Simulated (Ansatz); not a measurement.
A series in volume per atom on P

Equation of state of a cubic crystal from periodic Kohn-Sham density functional theory without spin; pressure corrected for the finite basis. The results are calculated, by Ansatz 0.2.0 development build.

Cell of the first row (space group Fd-3m, No. 227):
```
cell vectors (Å)
   0.0000     2.6678     2.6678
   2.6678     0.0000     2.6678
   2.6678     2.6678     0.0000
atoms (fractions of the cell vectors)
P   0.00000  0.00000  0.00000
P   0.25000  0.25000  0.25000
```

Settings of every row: formula P; structure type diamond; functional r2SCAN; spin treatment none; k mesh 11x11x11; occupation method fermi-dirac; occupation width 0.1 eV; wave cutoff 700 eV; datasets hard PAW; density cutoff ratio 4; xc grid level 2.

Limits: a cubic model structure, not a phase known at ambient conditions; pseudopotentials made with PBE, not this functional; the SCF threshold is loose for a stress in some rows.

```csv
row,volume per atom (Å³),pressure (GPa),energy above lowest point (meV/atom)
1,18.988,2.553,7.25
2,19.607,0.9,0.66
3,20.226,?,?
4,20.845,-1.757,4.46
5,21.465,-2.852,13.4
```

Question: what pressure should row 3 give?

Worked fit of pressure. Take u = (V_r/V)^(2/3) − 1 with V_r = 20.226 Å³ an atom, which is twice the finite (Eulerian) strain; such expansions in the strain, on which the Birch-Murnaghan equation of state is built, carry the rest volume and the bulk modulus. The shown rows have u = 0.04301, 0.02094, -0.0199, -0.03886. Least squares give pressure = −0.5218 + 65.329 × u + 141.18 × u² GPa; a straight line predicts inner rows, each left out in turn, worse (root mean square 0.14 against 0.021 GPa). The rows lie off it by 0.004, -0.008, 0.009, -0.005 (root mean square 0.0068 GPa). The pressure vanishes at u = 0.0079, or V = 19.99 Å³ an atom, and there the bulk modulus at fixed shape and fractions is B = −V dP/dV = (2/3)(1 + u) dP/du = 45.4 GPa. The withheld row has u = 0, so the fit gives −0.5218 + 65.329 × (0) + 141.18 × (0)² = -0.522 GPa.

The calculation gave -0.522 GPa. The fit meets it to the printed digit.

The other values of row 3: energy above lowest point 0 meV/atom.
